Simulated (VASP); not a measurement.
**Li2O: band structure with HSE06+D3(BJ)**

Crystal: Li2O.

```xyz
3
Lattice="0.0000 2.5065 2.5065 2.5065 0.0000 2.5065 2.5065 2.5065 0.0000" Properties=species:S:1:pos:R:3 pbc="T T T"
O     0.0000    0.0000    0.0000
Li    1.2533    1.2533    1.2533
Li    3.7598    3.7598    3.7598
```

The cell comes from a database or a generator and needn't be the stable form of this composition.

The cell isn't the ideal one: volume scaled by 1.25.

* Program: VASP 6.6.1
* Task: band structure
* Functional: HSE06
* Dispersion: D3(BJ)
* Potentials or basis: VASP PAW PBE potentials, release 64 (O, Li_sv)
* Cutoff: 520 eV
* k mesh: 5 × 5 × 5
* Occupations: fermi-dirac, width 0.1 eV
* Spin: no spin polarisation
* Grid for exact exchange (PRECFOCK): Normal
* Screening parameter: 0.2 1/A
* Further INCAR settings: ALGO = Normal; EDIFF = 1e-06

- Band gap on the k mesh: 5.18 eV, direct
- Band gap along the path: 5.18 eV, direct
- Dispersion energy per atom: -0.232 eV

Levels at the corners of the path, in eV from the valence-band top:
| point | band 4 | band 5 | band 6 | band 7 | band 8 | band 9 |
| --- | --- | --- | --- | --- | --- | --- |
| Γ | 0.00 | 0.00 | 0.00 | 5.18 | 12.31 | 12.31 |
| X | -1.53 | -1.09 | -1.09 | 5.98 | 13.37 | 13.37 |
| X | -1.53 | -1.09 | -1.09 | 5.98 | 13.37 | 13.37 |
| W | -1.38 | -1.32 | -1.32 | 7.85 | 10.47 | 13.49 |
| W | -1.38 | -1.32 | -1.32 | 7.85 | 10.47 | 13.49 |
| K | -1.62 | -1.39 | -0.86 | 7.31 | 11.34 | 13.25 |
| K | -1.62 | -1.39 | -0.86 | 7.31 | 11.34 | 13.25 |
| Γ | 0.00 | 0.00 | 0.00 | 5.18 | 12.31 | 12.31 |
| Γ | 0.00 | 0.00 | 0.00 | 5.18 | 12.31 | 12.31 |
| L | -2.37 | -0.36 | -0.36 | 9.36 | 9.44 | 12.43 |
| L | -2.37 | -0.36 | -0.36 | 9.36 | 9.44 | 12.43 |
| U | -1.62 | -1.39 | -0.86 | 7.31 | 11.34 | 13.25 |
| U | -1.62 | -1.39 | -0.86 | 7.31 | 11.34 | 13.25 |
| W | -1.38 | -1.32 | -1.32 | 7.85 | 10.47 | 13.49 |
| W | -1.38 | -1.32 | -1.32 | 7.85 | 10.47 | 13.49 |
| L | -2.37 | -0.36 | -0.36 | 9.36 | 9.44 | 12.43 |
| L | -2.37 | -0.36 | -0.36 | 9.36 | 9.44 | 12.43 |
| K | -1.62 | -1.39 | -0.86 | 7.31 | 11.34 | 13.25 |
| U | -1.62 | -1.39 | -0.86 | 7.31 | 11.34 | 13.25 |
| X | -1.53 | -1.09 | -1.09 | 5.98 | 13.37 | 13.37 |

It took 12 min on 1 thread of Intel(R) Xeon(R) 6975P-C (Granite Rapids) (shared host), peak memory 0.29 GiB.

Caveat: the k mesh is coarse (spacing up to 0.43 Å⁻¹), so the values aren't converged, least of all with exact exchange.
